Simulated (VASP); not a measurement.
**TiTe under changes of volume**

One of the cells (20.872 Å³/atom); the others are scaled copies at fixed shape and fractional positions:

```
Te Ti
1.0
     3.86744    0.00000    0.00000
    -1.93372    3.34931    0.00000
     0.00000    0.00000    6.44541
Te Ti
2 2
Direct
  0.66667 0.33333 0.75000
  0.33333 0.66667 0.25000
  0.00000 0.00000 0.50000
  0.00000 0.00000 0.00000
```

* Program: VASP 6.6.1
* Functional: PBEsol
* Potentials or basis: VASP PAW PBE potentials, release 64 (Te, Ti_sv)
* Cutoff: 520 eV
* k mesh: 8 × 8 × 4
* Occupations: fermi-dirac, width 0.05 eV
* Spin: no spin polarisation

```csv
volume (Å³/atom),energy over the lowest point (meV/atom),pressure (GPa)
19.235,?,?
19.644,37.36,8.5
20.054,19.21,5.9
20.872,1.12,1.4
21.281,0.00,-0.5
21.691,3.48,-2.2
```

Task: What does the run at 19.235 Å³/atom give?

Result: Energy over the lowest point 62.48 meV/atom; pressure 11.3 GPa.

Worked out: A Birch-Murnaghan fit of order 3 (a polynomial in V^(-2/3)) to the other rows has its minimum at 21.17 Å³/atom with B0 = V·E''(V) = 96 GPa and B' = 4.2 at fixed shape and positions, which overstates the stiffness. It gives 62.40 meV/atom at 19.235 Å³/atom, against the run's 62.48, and -dE/dV = 11.3 GPa, against 11.3.

Energies are extrapolated to zero smearing.

Caveats: the PAW data sets were made with another functional, which shifts forces and pressure a little.
